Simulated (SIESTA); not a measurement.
# Sc under changes of volume

One of the cells (23.548 Å³/atom); the others are scaled copies at fixed shape and fractional positions:

```
Sc
1.0
     0.00000    2.27497    2.27497
     2.27497    0.00000    2.27497
     2.27497    2.27497    0.00000
Sc
1
Direct
  0.00000 0.00000 0.00000
```

This isn't the form of Sc at room conditions, which is hcp.

```yaml
Program: SIESTA 5.4.2
Functional: PBE
Potentials_or_basis: PseudoDojo 0.4 standard (PBE files)
Basis: DZP (energy shift 0.002 Ry; radii capped at 9.5 bohr)
Grid_cutoff: 800 Ry
Energy_shift: 0.002 Ry
k_mesh: 10 × 10 × 10
Occupations: fermi-dirac, width 0.05 eV
Spin: no spin polarisation
```

```tsv
volume (Å³/atom)	energy over the lowest point (meV/atom)	pressure (GPa)
21.701	66.23	8.1
22.163	?	?
22.625	28.92	5.1
23.548	7.54	2.5
24.010	2.20	1.4
24.472	0.00	0.3
```

Task: What does the run at 22.163 Å³/atom give?

Result: Energy over the lowest point 45.34 meV/atom; pressure 6.5 GPa.

Worked out: A Birch-Murnaghan fit of order 3 (a polynomial in V^(-2/3)) to the other rows has its minimum at 24.57 Å³/atom, just outside them, with B0 = V·E''(V) = 54 GPa and B' = 2.8. It gives 45.43 meV/atom at 22.163 Å³/atom, against the run's 45.34, and -dE/dV = 6.5 GPa, against 6.5.

Energies are extrapolated to zero smearing.

Caveats: semicore shells carry a single zeta, which can move pressures by several GPa and volumes by a few percent; the basis of atomic orbitals isn't converged, which shifts pressures, moduli and gaps.
